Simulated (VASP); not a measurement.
Here is a VASP 6.6.1 calculation.

INCAR

```
SYSTEM = KTaO3
ALGO = Normal
EDIFF = 1E-7
EDIFFG = -0.005
ENCUT = 600
IBRION = 2
ISIF = 3
ISMEAR = 0
LASPH = .True.
LCHARG = .False.
LMIXTAU = .True.
LREAL = .False.
LWAVE = .False.
METAGGA = R2SCAN
NELM = 80
NSW = 90
PREC = Accurate
SIGMA = 0.03
```

Contents of KPOINTS:

```
k-points
0
Gamma
  8 8 8
  0 0 0
```

File POSCAR:

```
KTaO3                                   
1.0
    3.9948132821     -0.0000000000      0.0000000000
    0.0000000000      3.9948132821     -0.0000000000
    0.0000000000      0.0000000000      3.9948132821
  K               Ta              O             
     1     1     3
Direct
     0.5000000000000000    0.5000000000000000    0.5000000000000000
     0.0000000000000000    0.0000000000000000    0.0000000000000000
     0.5000000000000000    0.0000000000000000    0.0000000000000000
     0.0000000000000000    0.5000000000000000    0.0000000000000000
     0.0000000000000000    0.0000000000000000    0.5000000000000000
```

Potentials or basis: VASP PAW PBE potentials, release 64 (K_sv, Ta_pv, O).

Launch:

```console
$ cat potpaw_PBE.64/K_sv/POTCAR potpaw_PBE.64/Ta_pv/POTCAR potpaw_PBE.64/O/POTCAR > POTCAR
$ mpirun -np 1 vasp_std > vasp.out
```

Q: What does it give for the band gap on the k mesh?

A: 2.59 eV, indirect (least direct gap 3.24 eV).

Final structure:
```xyz
5
Lattice="3.9948 0.0000 0.0000 0.0000 3.9948 0.0000 0.0000 0.0000 3.9948" Properties=species:S:1:pos:R:3 pbc="T T T"
K     1.9974    1.9974    1.9974
Ta    0.0000    0.0000    0.0000
O     1.9974    0.0000    0.0000
O     0.0000    1.9974    0.0000
O     0.0000    0.0000    1.9974
```

Caveat: the relaxation stopped at its first step, so nothing moved; spin-orbit coupling is left out, which moves the levels of the heavy elements. r2SCAN opens gaps a little over a GGA but as a rule still falls short of measured ones.
